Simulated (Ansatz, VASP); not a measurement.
# One calculation of ZnSe (Stilleite), two programs

INCAR

```
PREC = Accurate
ENCUT = 520
EDIFF = 1E-7
ISMEAR = 0
SIGMA = 0.017
LREAL = F
LASPH = T
NELM = 100
ALGO = Normal
ISIF = 2
LWAVE = F
LCHARG = T
GGA = PE
LELF = T
LVHAR = T
NBANDS = 16
```

KPOINTS

```
Automatic mesh
0
Gamma
  8 8 8
```

File POSCAR:

```
ZnSe
1.0
    0.0000000000      2.8338000000      2.8338000000
    2.8338000000      0.0000000000      2.8338000000
    2.8338000000      2.8338000000      0.0000000000
Se Zn
1 1
Direct
    0.7500000000      0.7500000000      0.7500000000
    0.0000000000      0.0000000000      0.0000000000
```

input.yaml

```yaml
crystal:
  lattice:
    - [0.0, 2.8338, 2.8338]
    - [2.8338, 0.0, 2.8338]
    - [2.8338, 2.8338, 0.0]
  atoms:
    - { symbol: Se, position: [0.75, 0.75, 0.75] }
    - { symbol: Zn, position: [0.0, 0.0, 0.0] }
kpoints:
  mp_grid: { grid: [8, 8, 8] }
scf:
  occupations: { method: gaussian, width: 0.017 }
hamiltonian:
  xc: pbe
  pseudopotentials: { kind: all_electron, lapw: { basis_error: 0.001 } }
output:
  forces: true
  stress: true
  eigenvalues: true
```

Alike in both runs: task single point; functional PBE; k mesh 8 × 8 × 8; occupations gaussian, width 0.017 eV; no spin polarisation.

|  | VASP | Ansatz |
| --- | --- | --- |
| version | VASP 6.6.1 | Ansatz 0.2.0 |
| potentials or method | VASP PAW PBE potentials, release 64 (Se, Zn) | all-electron LAPW, scalar-relativistic |
| plane-wave cutoff (eV) | 520 | see its input |

VASP gave:

| Item | Value |
| --- | --- |
| gap on the k mesh at the Fermi level (eV) | 1.29 |
| least direct gap on the mesh (eV) | 1.29 |
| pressure (GPa) | 2.3 |

Question: What did Ansatz give for the same quantities?

Answer: gap on the k mesh at the Fermi level (eV): 1.29; least direct gap on the mesh (eV): 1.29; pressure (GPa): 2.1.

Ansatz ran all-electron here, so the differences hold the error of VASP's frozen core and of both bases.
